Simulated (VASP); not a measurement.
Set up this calculation in VASP 6.6.1, as the native input.

```
Task                   : single point
Functional             : PBE
Dispersion             : D3(BJ)
Potentials or basis    : VASP PAW PBE potentials, release 64 (F, H)
Cutoff                 : 520 eV
k mesh                 : 1 × 1 × 1
Occupations            : fermi-dirac, width 0.02 eV
Spin                   : no spin polarisation
Dipole correction      : no
Further INCAR settings : LREAL = Auto; ALGO = Fast; EDIFF = 1e-06; NBANDS = 56
```

The structure of HF lies in POSCAR:

```
HF
1.0
    7.6174120000      0.0000000000      0.0000000000
    0.0000000000      7.6174120000      0.0000000000
    0.0000000000      0.0000000000      7.6174120000
F H
10 10
Direct
    0.7263884374      0.4048356581      0.7337400156
    0.9130660124      0.8612111305      0.0475883410
    0.5136127598      0.7434939846      0.6129772159
    0.4976755885      0.3197017570     -0.0426391536
    0.8464817185      0.7189449645      0.3325670188
    0.3392884618      0.6760695102      0.3049986006
   -0.0050279544      0.1419642262      0.1092497032
    0.8707287987      0.4429063309      0.1707404037
    0.5155688047      0.7057252516      1.0004710261
    0.2156112864      0.1809407184      0.8305182915
    0.6559314371      0.3679858724      0.8366095992
    0.8774502416      0.8089099027      0.1667495470
    0.5299568935      0.7199951900      0.7292371740
    0.4052294926      0.2518440646     -0.0867354949
    0.8682345132      0.6072928706      0.2705380778
    0.3985211775      0.7149409800      0.4132374618
   -0.0462493036      0.0186808853      0.0852520515
    0.9048611261      0.3210670501      0.1677341333
    0.4423812182      0.6718948640      1.0924445205
    0.1265259120      0.2184862785      0.9150483130
```

The cell was built by a generator and needn't be a form met in nature.

The input as run:

INCAR

```
SYSTEM = HF
PREC = Accurate ; ENCUT = 520
EDIFF = 1E-6 ; ISMEAR = -1
SIGMA = 0.02 ; LREAL = Auto
LASPH = .TRUE. ; NELM = 60
ALGO = Fast ; ISIF = 2
LWAVE = .FALSE. ; LCHARG = .FALSE.
GGA = PE ; IVDW = 12
NBANDS = 56
```

KPOINTS

```
Automatic mesh
0
G
  1 1 1
  0 0 0
```

Potentials or basis: VASP PAW PBE potentials, release 64 (F, H).

Run with:

```sh
$ cat potpaw_PBE.64/F/POTCAR potpaw_PBE.64/H/POTCAR > POTCAR
$ mpirun -np 1 vasp_gam > vasp.out
```

It gave:

- Pressure: -0.3 GPa
- Largest force: 2.281 eV/Å
- Band gap on the k mesh: 6.27 eV, direct
- Dispersion energy per atom: -0.015 eV

Wall time 30 s on 1 thread of Intel(R) Xeon(R) 6975P-C (Granite Rapids), on a shared host, peak memory 0.45 GiB.
